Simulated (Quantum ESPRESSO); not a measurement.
BN: band structure with PBEsol

Crystal: BN.

```xyz
2
Lattice="1.2511 0.7223 3.3729 -1.2511 0.7223 3.3729 0.0000 -1.4447 3.3729" Properties=species:S:1:pos:R:3 pbc="T T T"
N     0.0000    0.0000    6.7517
B     0.0000    0.0000    0.0033
```

The cell is a database's computed one.

```
Program             : Quantum ESPRESSO 7.5
Task                : band structure
Functional          : PBEsol
Potentials or basis : GBRV 1.5 PBEsol
Cutoff              : 612 eV
Density cutoff      : 4898 eV
k mesh              : 12 × 12 × 12
Occupations         : fermi-dirac, width 0.05 eV
Spin                : no spin polarisation
Mixing beta         : 0.5
Most SCF iterations : 120
SCF threshold       : 4e-10 Ry
```

| Property | Result |
| --- | --- |
| Pressure | 1.1 GPa |
| Band gap on the k mesh | 4.19 eV, indirect (least direct gap 4.65 eV) |
| Band gap along the path | 4.13 eV, indirect (least direct gap 4.65 eV) |

Forces in eV/Å, atoms in the order of the input:
```
N    0.000  0.000 -0.003
B    0.000  0.000  0.003
```

Stress tensor (GPa, compression positive):
```
1.41 0.00 0.00
0.00 1.41 0.00
0.00 0.00 0.46
```

Levels at the corners of the path, in eV from the valence-band top:
| point | band 1 | band 2 | band 3 | band 4 | band 5 | band 6 | band 7 | band 8 |
| --- | --- | --- | --- | --- | --- | --- | --- | --- |
| Γ | -17.79 | -4.26 | -1.32 | -1.32 | 4.92 | 11.59 | 11.59 | 13.08 |
| L | -14.57 | -9.00 | -4.12 | -0.66 | 5.17 | 9.81 | 12.81 | 14.80 |
| B1 | -14.01 | -8.03 | -6.92 | -0.44 | 4.72 | 12.18 | 13.93 | 15.84 |
| B | -14.01 | -8.03 | -6.92 | -0.44 | 4.72 | 12.18 | 13.93 | 15.84 |
| Z | -17.52 | -6.26 | -1.34 | -1.34 | 9.93 | 11.52 | 11.52 | 12.20 |
| Γ | -17.79 | -4.26 | -1.32 | -1.32 | 4.92 | 11.59 | 11.59 | 13.08 |
| X | -13.95 | -8.02 | -7.09 | -0.17 | 4.54 | 12.11 | 13.69 | 16.24 |
| Q | -13.95 | -8.02 | -7.09 | -0.17 | 4.54 | 12.11 | 13.69 | 16.24 |
| F | -14.50 | -8.88 | -4.18 | -1.24 | 4.13 | 9.80 | 14.01 | 17.34 |
| P1 | -14.61 | -8.73 | -4.12 | -1.57 | 4.87 | 9.86 | 14.09 | 16.38 |
| Z | -17.52 | -6.26 | -1.34 | -1.34 | 9.93 | 11.52 | 11.52 | 12.20 |
| L | -14.57 | -9.00 | -4.12 | -0.66 | 5.17 | 9.81 | 12.81 | 14.80 |
| P | -14.61 | -8.73 | -4.12 | -1.57 | 4.87 | 9.86 | 14.09 | 16.38 |

Wall time 18 s on 2 MPI ranks on Arm Neoverse V1, with other jobs on the host, peak memory 0.18 GiB a rank.

A hybrid or GW would open this gap; PBEsol tends to underestimate it.
